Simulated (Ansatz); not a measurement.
# RbBr: moving Br off its site

RbBr, Fm-3m, a = 6.855 Å (as given, not relaxed at this level: 0.5 GPa). Ansatz: r2SCAN, PAW, 500 eV, Γ-centred 6×6×6 mesh on 2 atoms, Gaussian smearing 0.05 eV; no spin polarisation.

```yaml
crystal:
  lattice:
    - [0.00000, 3.42750, 3.42750]
    - [3.42750, 0.00000, 3.42750]
    - [3.42750, 3.42750, 0.00000]
  atoms:
    - { symbol: Rb, position: [0.00000, 0.00000, 0.00000] }
    - { symbol: Br, position: [0.50000, 0.50000, 0.50000] }
```

Atom 2 (Br) moves by x along the unit vector (0.000, -0.707, -0.707), with its periodic images; all else is held. y is the free energy of the cell over the start, F the force along the path summed over the moved atoms. Symmetry makes y even in x.

```
 x (Å) y (meV) F (eV/Å)
-0.200        ?         ?
-0.100     6.81      0.14
 0.000     0.00      0.00
 0.050     1.70     -0.07
 0.075     3.83     -0.10
 0.125    10.66     -0.17
 0.150    15.38     -0.21
 0.175    20.99     -0.24
```

Task: Fit y = c2 x² + c4 x⁴ to the energies of the other rows, give the force constant, and predict energy and force of the missing row.

Result: Least squares on the rows shown. y = 679.02 x² + 206.66 x⁴. The force constant is 2 c2 = 1.36 eV/Å² (for all images moving together, not for a lone atom). With two atoms in a cubic cell this is the optical mode at Γ without the LO field: ω = 521.5 √(2 c2/μ) = 95 cm⁻¹ for μ = 41.30 u. The force −dy/dx at the missing row is 0.28 eV/Å (computed 0.28). At x = -0.200 the fit asked for gives 27.49 meV. The run gave 27.50 meV, so the fit is 0.01 meV too low, a small miss on the scale of the series.